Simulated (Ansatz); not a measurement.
Convergence test, SiO$_{2}$

Computed with DFT r2SCAN, scalar-relativistic, plane waves, PAW in Ansatz 0.2.0.

```cif
data_structure
_symmetry_space_group_name_H-M 'P 1'
_symmetry_Int_Tables_number 1
_cell_length_a 5.0741
_cell_length_b 4.9940
_cell_length_c 5.0420
_cell_angle_alpha 122.964
_cell_angle_beta 123.409
_cell_angle_gamma 83.936
_cell_volume 85.98
loop_
_atom_site_label
_atom_site_type_symbol
_atom_site_fract_x
_atom_site_fract_y
_atom_site_fract_z
_atom_site_occupancy
Si1 Si 0.96925 0.99777 0.99925 1
Si2 Si 0.72661 0.28977 0.53905 1
O1 O 0.95001 0.63833 0.84845 1
O2 O 0.36643 0.23309 0.36250 1
O3 O 0.73752 0.12181 0.13937 1
O4 O 0.88227 0.01968 0.64493 1
```

| Quantity | Value |
| --- | --- |
| Γ-centred k-mesh | 6×6×8 |
| occupation rule | Gaussian smearing, 0.02 eV |
| spin treatment | unpolarised |
| valence charge of the PAW sets | Si 4, O 6 |

The atoms are held and the plane-wave cutoff is swept. Energies are extrapolated to zero smearing and count from the reference run, 600 eV. The cell was strained and its atoms displaced at random, so that forces don't vanish. Pressure is positive in compression and holds a correction for the finite cutoff (Pulay stress).

Times are rough; the reference took 44 s on 1 thread of Intel(R) Xeon(R) Platinum 8488C (Sapphire Rapids), with other jobs on the host, peak memory 0.89 GiB.

Problem. One run gave ΔE = 4441 meV/atom and P = 8.42 GPa. Which plane-wave cutoff did it use, of 200, 250, 300, 350, 500?

Solution. 200 eV. All runs:

| cutoff (eV) | ΔE (meV/atom) | P (GPa) | largest change of a force component (eV/Å) | gap on mesh (eV) | plane waves at Γ | wall time (s) |
| --- | --- | --- | --- | --- | --- | --- |
| 200 | 4441 | 8.42 | 1.409 | 5.689 | 557 | 12 |
| 250 | 1204 | 9.06 | 0.383 | 6.154 | 783 | 16 |
| 300 | 279 | 6.84 | 0.041 | 6.229 | 1011 | 19 |
| 350 | 52.5 | 6.79 | 0.019 | 6.256 | 1291 | 24 |
| 500 | 2.23 | 6.90 | 0.002 | 6.262 | 2203 | 39 |
| 600 | 0.00 | 6.88 | 0.000 | 6.261 | 2863 | 44 |

This form isn't the usual stable structure of the compound.